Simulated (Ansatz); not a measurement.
BaF$_{2}$ (fluorite, space group No. 225), LDA (plane waves, PAW; program Ansatz): ε∞ = 2.47, cell volume 55.22 Å³. Infrared-active transverse modes:

| ω_TO (cm⁻¹) | oscillator strength S_xx (e²/amu) |
|---|---|
| 200.3 | 0.2342 |

Task: Compute the static dielectric constant.

Result: Each mode adds (4.921e7/V) S/ω²: 5.20. So ε0 = 7.67.

Task: What LO frequency does the Lyddane–Sachs–Teller relation give?

Result: ω_LO = ω_TO √(ε0/ε∞) = 353 cm⁻¹.

Space group Fm-3m (fluorite). The LDA relaxation kept the symmetry of its start; phonons on a q-mesh show no instability. Spin–orbit coupling is left out wherever it is not named.

Potentials: the later of the program's two PAW sets.
